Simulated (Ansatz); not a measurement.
## C: what symmetry allows forces and stress to be

```
CELL_PARAMETERS angstrom
2.50935 0.02470 0.00262
-1.23328 2.13610 0.00000
0.00720 0.00414 6.80799
ATOMIC_POSITIONS crystal
C 0.02391 0.01195 0.00529
C 0.98510 0.99255 0.49091
C 0.30592 0.65296 0.00884
C 0.68508 0.34254 0.50496
```

Method: DFT PBE, scalar-relativistic, plane waves, PAW in Ansatz 0.2.0.

Settings: cutoff 420 eV, Γ-centred mesh 16×16×6 on the computed 4-atom cell, Gaussian smearing of 0.10 eV; no spin polarisation.

This distorted cell has space group Cm, with 2 operations.

Task: Without a calculation: in which directions can each atom feel a force?

Result: A force must be left unchanged by every operation that keeps its atom in place, so it lies in the space that those operations leave fixed. Atoms that the group maps onto each other feel forces of one size.
```json
{"atom": "C1", "site symmetry": "m", "operations at the site": "2", "equivalent to atom": "1", "allowed force (Cartesian)": "in the plane normal to (-0.50, 0.87, 0.00)"}
{"atom": "C2", "site symmetry": "m", "operations at the site": "2", "equivalent to atom": "2", "allowed force (Cartesian)": "in the plane normal to (-0.50, 0.87, 0.00)"}
{"atom": "C3", "site symmetry": "m", "operations at the site": "2", "equivalent to atom": "3", "allowed force (Cartesian)": "in the plane normal to (-0.50, 0.87, 0.00)"}
{"atom": "C4", "site symmetry": "m", "operations at the site": "2", "equivalent to atom": "4", "allowed force (Cartesian)": "in the plane normal to (-0.50, 0.87, 0.00)"}
```

That leaves 8 independent force components of 12, tied by 2 conditions that the forces sum to zero, so 6 remain. A relaxation in this cell that keeps the symmetry moves the atoms in these directions alone.

Task: And the stress tensor?

Result: It must be invariant under the point group, which leaves 4 independent components. Linear relations between components hold in this frame.

Task: Do the computed values obey this?

Result: Yes. Forces (eV/Å):
```
C1  -4.174 -2.410  0.357
C2   2.872  1.658  1.555
C3   4.172  2.409 -0.393
C4  -2.870 -1.657 -1.519
```

Stress (GPa, compression positive, xx yy zz yz xz xy): -13.96 0.97 2.27 -0.45 -0.79 -12.93. The program imposes the same operations on density, forces and stress, so this confirms the analysis and is no independent test of the calculation.

The cell holds layers, and where no dispersion correction was added their binding is poorly described.